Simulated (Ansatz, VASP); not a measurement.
**TiSi2: VASP beside Ansatz**

```
CELL_PARAMETERS angstrom
4.37464 0.00000 0.00000
-2.18732 3.78855 0.00000
0.00000 0.00000 2.56101
ATOMIC_POSITIONS crystal
Ti 0.00000 0.00000 0.00000
Si 0.33333 0.66667 0.50000
Si 0.66667 0.33333 0.50000
```

The cell was built by a generator and needn't be a form met in nature.

Alike in both runs: task single point; functional PBE; k mesh 4 × 4 × 6; occupations fermi-dirac, width 0.04 eV; no spin polarisation.

|  | VASP | Ansatz |
| --- | --- | --- |
| version | VASP 6.6.1 | Ansatz 0.2.0 |
| potentials or method | VASP PAW PBE potentials, release 64 (Ti_sv, Si), cutoff 520 eV | all-electron LAPW, scalar-relativistic |

Ansatz gave:

| Quantity | Value |
| --- | --- |
| gap on the k mesh at the Fermi level (eV) | none |
| pressure (GPa) | 1.3 |
| largest component of the traceless stress (GPa) | 5.28 |

Question: Estimate VASP's values.

Answer: gap on the k mesh at the Fermi level (eV): none; pressure (GPa): 1.3; largest component of the traceless stress (GPa): 5.25.

A gap of «none» marks a metal or a gap that the smearing closes. Ansatz ran all-electron here, so the differences hold the error of VASP's frozen core and of both bases.

Caveats: the k mesh is coarse (spacing up to 0.41 Å⁻¹), so the values aren't converged; the k mesh is thin for a metal, which can move the energy by tens of meV per atom (Ansatz).
